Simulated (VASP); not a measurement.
Set up this calculation in VASP 6.6.1, as the native input.

| Property | Result |
| --- | --- |
| Task | relaxation of cell and atoms |
| Functional | PBE |
| Potentials or basis | VASP PAW PBE potentials, release 64 (Si) |
| Cutoff | 600 eV |
| k mesh | 8 × 8 × 8 |
| Occupations | gaussian, width 0.02 eV |
| Spin | no spin polarisation |
| Dipole correction | no |
| Further INCAR settings | ALGO = Fast; EDIFF = 1e-06; IBRION = 2; EDIFFG = -0.01; NSW = 100; ISIF = 3 |

The structure of Si lies in POSCAR:

```
Si
1.0
    0.0000000000      2.7335514428      2.7335514428
    2.7335514428      0.0000000000      2.7335514428
    2.7335514428      2.7335514428      0.0000000000
Si
2
Direct
    0.0000000000      0.0000000000      0.0000000000
    0.2500000000      0.2500000000      0.2500000000
```

The cell was built by a generator and needn't be a form met in nature.

One way to write it, as run:

INCAR

```
SYSTEM = Si
PREC     = Accurate       ! precision mode
ENCUT    = 600            ! plane-wave cutoff, eV
EDIFF    = 1E-6           ! SCF threshold, eV
ISMEAR   = 0              ! smearing method
SIGMA    = 0.02           ! smearing width, eV
LREAL    = .False.        ! projectors in reciprocal space
LASPH    = .True.         ! aspherical terms in the spheres
NELM     = 80             ! most SCF steps
ALGO     = Fast           ! electronic algorithm
ISIF     = 3              ! what is computed and relaxed
LWAVE    = .False.        ! write WAVECAR
LCHARG   = .False.        ! write CHGCAR
GGA      = PE             ! functional
IBRION   = 2              ! ionic algorithm
NSW      = 100            ! ionic steps
EDIFFG   = -0.01          ! ionic threshold
```

KPOINTS

```
regular mesh
0
Gamma
  8 8 8
  0 0 0
```

Potentials or basis: VASP PAW PBE potentials, release 64 (Si).

Launch:

```console
$ cat potpaw_PBE.64/Si/POTCAR > POTCAR
$ mpirun -np 1 vasp_std > vasp.out
```

It gave:

```json
{"Relaxed volume": "20.46 Å³/atom", "Relaxed cell": "a = 3.868 Å, b = 3.868 Å, c = 3.868 Å, α = 60.00°, β = 60.00°, γ = 60.00°", "Space group after relaxing (to 0.05 Å)": "Fd-3m (No. 227)", "Energy gained by relaxing": "0.0 meV/atom", "Ionic steps": "2", "Pressure after relaxing": "-0.1 GPa", "Band gap on the k mesh": "0.65 eV, indirect (least direct gap 2.56 eV)"}
```

It took 9 s on 1 thread of Intel(R) Xeon(R) 6975P-C (Granite Rapids) (shared host), peak memory 0.16 GiB.
